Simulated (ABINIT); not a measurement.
Runs of ABINIT 10.8.3 (patched build) on Se. The structure is trigonal, space group P3_121 (No. 152). The conventional cell has a = 4.366 Å, b = 4.366 Å, c = 4.954 Å, α = 90.00°, β = 90.00°, γ = 120.00°. Se (site symmetry 2) is surrounded by 2 Se at 2.37 Å. 

```csv
task,level,potentials or basis,k mesh,cutoff (eV),fine-grid cutoff,mesh quality,gap on the mesh (eV),pressure (GPa),largest force (eV/Å)
single point,PBEsol,JTH PAW PBE v2.0,4 × 4 × 4,408,816.342 eV,not flagged,1.12,0.2,(b)
band structure,LDA,JTH PAW LDA v2.0,7 × 7 × 6,408,816.342 eV,not flagged,1.09,-1.2,0.24
band structure,PW91,JTH PAW PBE v2.0,7 × 7 × 6,408,816.342 eV,not flagged,1.20,2.6,0.45
band structure,RPBE,JTH PAW PBE v2.0,7 × 7 × 6,408,816.342 eV,not flagged,1.28,4.4,0.40
band structure,BP86,JTH PAW PBE v2.0,7 × 7 × 6,408,816.342 eV,not flagged,1.20,3.1,(a)
band structure,LDA-PZ,JTH PAW LDA v2.0,7 × 7 × 6,408,816.342 eV,not flagged,1.09,-1.2,0.25
single point,r2SCAN,JTH PAW PBE v2.0,6 × 6 × 5,490,979.61 eV,not flagged,1.56,1.5,0.07
band structure,rPW86PBE,JTH PAW PBE v2.0,7 × 7 × 6,408,816.342 eV,not flagged,1.19,5.4,0.78
single point,r2SCAN,JTH PAW PBE v2.0,3 × 3 × 2,490,979.61 eV,coarse,1.50,1.8,0.25
single point,LDA,JTH PAW LDA v2.0,4 × 4 × 4,408,816.342 eV,not flagged,1.08,-1.2,0.24
single point,LDA,JTH PAW LDA v2.0,6 × 6 × 5,408,816.342 eV,not flagged,1.18,-1.2,0.24
```

Alike in all rows: no spin polarisation; cell as given; smearing fermi-dirac 0.05 eV.

Task: Estimate the missing entries.

Result: (a) 0.50; (b) 0.32.

Caveats: some runs use coarse meshes; the PAW data sets were made with another functional, which shifts forces and pressure a little (some runs); the mesh misses the band edges, which the band path finds closer together (some runs); an odd mesh through Γ misses points on the zone boundary, where band edges often lie (some runs).

A k mesh can miss the band edges, and the runs leave out spin-orbit coupling on Se.

Runs at the PBE level aren't shown here.
